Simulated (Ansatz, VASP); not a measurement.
## One calculation of BP, two programs

File POSCAR:

```
BP
1.0
    0.0000000000      2.2683156840      2.2683156840
    2.3109600188      0.0000000000      2.2683156840
    2.3109600188      2.2683156840      0.0000000000
B P
1 1
Direct
    0.0000000000      0.0000000000      0.0000000000
    0.2500000000      0.2500000000      0.2500000000
```

Contents of INCAR.step1:

```
PREC     = Accurate       # precision mode
ENCUT    = 520            # plane-wave cutoff, eV
EDIFF    = 1E-5           # SCF threshold, eV
ISMEAR   = 0              # smearing method
SIGMA    = 0.01           # smearing width, eV
LREAL    = False          # projectors in reciprocal space
LASPH    = True           # aspherical terms in the spheres
NELM     = 100            # most SCF steps
ALGO     = Normal         # electronic algorithm
ISIF     = 2              # what is computed and relaxed
LWAVE    = True           # write WAVECAR
LCHARG   = False          # write CHGCAR
GGA      = PE             # functional
NBANDS   = 11             # bands
```

File INCAR.step2:

```
PREC     = Accurate       # precision mode
ENCUT    = 520            # plane-wave cutoff, eV
EDIFF    = 1E-6           # SCF threshold, eV
ISMEAR   = 0              # smearing method
SIGMA    = 0.01           # smearing width, eV
LREAL    = False          # projectors in reciprocal space
LASPH    = True           # aspherical terms in the spheres
NELM     = 100            # most SCF steps
ALGO     = Normal         # electronic algorithm
ISIF     = 2              # what is computed and relaxed
LWAVE    = False          # write WAVECAR
LCHARG   = False          # write CHGCAR
GGA      = PE             # functional
LHFCALC  = True           # exact exchange
HFSCREEN = 0.2079         # screening, 1/A
PRECFOCK = Normal       
ISTART   = 1            
NBANDS   = 11             # bands
```

KPOINTS

```
regular mesh
0
Gamma
  6 6 6
```

Input for Ansatz:

```yaml
crystal:
  lattice:
    - [0.0, 2.268315684, 2.268315684]
    - [2.3109600188, 0.0, 2.268315684]
    - [2.3109600188, 2.268315684, 0.0]
  atoms:
    - { symbol: B, position: [0.0, 0.0, 0.0] }
    - { symbol: P, position: [0.25, 0.25, 0.25] }
kpoints:
  mp_grid: { grid: [6, 6, 6] }
  band_path:
    path:
      - [0.0, 0.0, 0.0]
      - [-0.5, -0.5, 0.0]
      - [-0.375, -0.375, 0.25]
      - [-0.375, 0.0, 0.375]
      - [0.0, 0.0, 0.5]
      - [-0.5, -0.25, 0.25]
      - [0.411458, 0.0, 0.411458]
    npoints: 1
hamiltonian:
  xc: hse06
scf:
  occupations: { method: fixed }
  n_extra_bands: 4
output:
  forces: true
  stress: true
  eigenvalues: true
```

Change from the starting cell: uniaxial_x strain +1.9%.

Alike in both runs: task single point; functional HSE06; k mesh 6 × 6 × 6; no spin polarisation.

|  | VASP | Ansatz |
| --- | --- | --- |
| version | VASP 6.6.1 | Ansatz 0.2.0 |
| potentials or method | VASP PAW PBE potentials, release 64 (B, P) | plane waves, PAW |
| plane-wave cutoff (eV) | 520 | 420 |
| occupations | gaussian, width 0.01 eV | fixed |
| valence electrons in the cell | 8 | 8 |

|  | VASP | Ansatz | Ansatz less VASP |
| --- | --- | --- | --- |
| gap on the k mesh at the Fermi level (eV) | 1.96 | 1.97 | +0.004 |
| pressure (GPa) | -4.9 | -4.4 | +0.53 |
| largest component of the traceless stress (GPa) | 3.58 | 3.57 | -0.010 |

Ansatz warned: «stress_exchange_threshold_loose».

Caveats: the PAW data sets were made with another functional, which shifts forces and pressure a little (VASP). A k mesh can miss the band edges.
